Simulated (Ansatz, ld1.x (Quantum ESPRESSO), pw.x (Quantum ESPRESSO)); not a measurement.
Equation-of-state test of one TM potential (titanium)

```
Element                 : titanium
Generator               : ld1.x (Quantum ESPRESSO) 7.5
Type                    : norm-conserving Troullier–Martins (Kleinman–Bylander form)
Functional              : PBE
Relativity              : scalar-relativistic
Frozen core             : [Ar]
Valence charge          : 4
Reference configuration : 3d2 4s2 4p0
Partial waves           : 4p (bound, empty): rc 2.80 bohr; 3d (bound): rc 2.05 bohr; 4s (bound): rc 3.10 bohr
Local potential         : the s channel
Core correction         : none
```

Atomic tests: cutoffs needed: 50 Ry and 60 Ry (the cutoffs (Ry, on a coarse ladder) from which the occupation-weighted sum of valence levels, in a spherical-Bessel basis at the reference potential, stays within 10 and 1 mRy of its value at 400 Ry); ghost test: no extra level below or beside the all-electron valence levels (p, d, s, f tested) (spherical-Bessel basis up to 400 Ry, 20 bohr box); configuration tests: 1 of 7 tests not solved or not reliable.

Crystal test: bcc Ti in pw.x 7.5, no spin, 14³ k-points, Fermi–Dirac smearing 0.01 Ry, cutoffs 75/300 Ry. The reference is all-electron LAPW (Ansatz 0.2.0) with the same functional, mesh and smearing; V0 and B0 come from Birch–Murnaghan fits to the pressures at five volumes. Errors are pseudo minus all-electron; Δ is the rms difference of the E(V) curves that follow from these fits, minima aligned, over ±6 % about the mean V0. Mesh and smearing are coarse, so the numbers serve the comparison and aren't converged zero-temperature values; the lattice is a test structure that the element need not adopt.

All-electron: a0 = 3.264 Å (V0 = 17.38 Å³/atom), B0 = 104.1 GPa.

Question: How far does the potential miss the all-electron equation of state?

Answer: mean pressure error (GPa): +9.04. The pressure does not cross zero within the volumes sampled, so no fit is given. The largest radius (3.10 bohr) exceeds half the bond length (2.67 bohr), so the spheres overlap, which is one possible source of error among others. This is a poor potential for the solid. Atomic configuration tests: 1 of 7 tests not solved or not reliable.

```
V (Å³/atom)  P all-electron (GPa)  P pseudo (GPa)
     16.476                  6.10           16.51
     16.909                  3.01           12.66
     17.343                  0.23            9.21
     17.777                 -2.25            6.11
     18.210                 -4.47            3.33
```

Question: At the middle volume, how do free energy and pressure move when the wave cutoff is lowered (ecutrho kept at four times it)?

Answer:

```
cutoff (Ry)  shift of F (meV/atom)  shift of P (GPa)
         34                +2658.9            -83.85
         45                 +292.4            -17.62
         60                   +4.3             -0.58
```

The run at the middle volume (104 k-points, 8 iterations) took about 14 s on one core of a shared host (Neoverse-V1, 32 threads, 247 GiB, load 20).
